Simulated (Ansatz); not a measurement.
## In₃Sb: equilibrium cell

Method: DFT PBEsol, scalar-relativistic, plane waves, PAW (Ansatz 0.2.0). Each run relaxes cell and atoms to zero pressure from this start:

```cif
data_structure
_symmetry_space_group_name_H-M 'P 1'
_symmetry_Int_Tables_number 1
_cell_length_a 4.8370
_cell_length_b 4.8370
_cell_length_c 4.8370
_cell_angle_alpha 90.000
_cell_angle_beta 90.000
_cell_angle_gamma 90.000
_cell_volume 113.17
loop_
_atom_site_label
_atom_site_type_symbol
_atom_site_fract_x
_atom_site_fract_y
_atom_site_fract_z
_atom_site_occupancy
In1 In 0.50000 0.50000 0.00000 1
In2 In 0.50000 0.00000 0.50000 1
In3 In 0.00000 0.50000 0.50000 1
Sb1 Sb 0.00000 0.00000 0.00000 1
```

The Γ-centred k-mesh is 10×10×10, the occupation rule is Gaussian smearing, 0.1 eV and the spin treatment is unpolarised.

Lengths are those of the conventional cell, space group Pm-3m. The stress that the relaxation follows holds a correction for the finite cutoff (Pulay stress).

| cutoff (eV) | a (Å) | volume (Å³/atom) | gap on mesh (eV) |
| --- | --- | --- | --- |
| 250 | 4.706 | 26.05 | metal |
| 300 | 4.731 | 26.48 | metal |
| 420 | 4.724 | 26.35 | metal |

**Question.** What does 650 give?

**Answer.** It gives:

```json
{"cutoff (eV)": "650", "a (Å)": "4.724", "volume (Å³/atom)": "26.35", "gap on mesh (eV)": "metal"}
```

1 further run of this set isn't shown.

Cost: 4 runs of about 14 core-minutes in all, on Intel Xeon Processor @ 2.50GHz (Skylake/Cascade Lake) (shared hosts).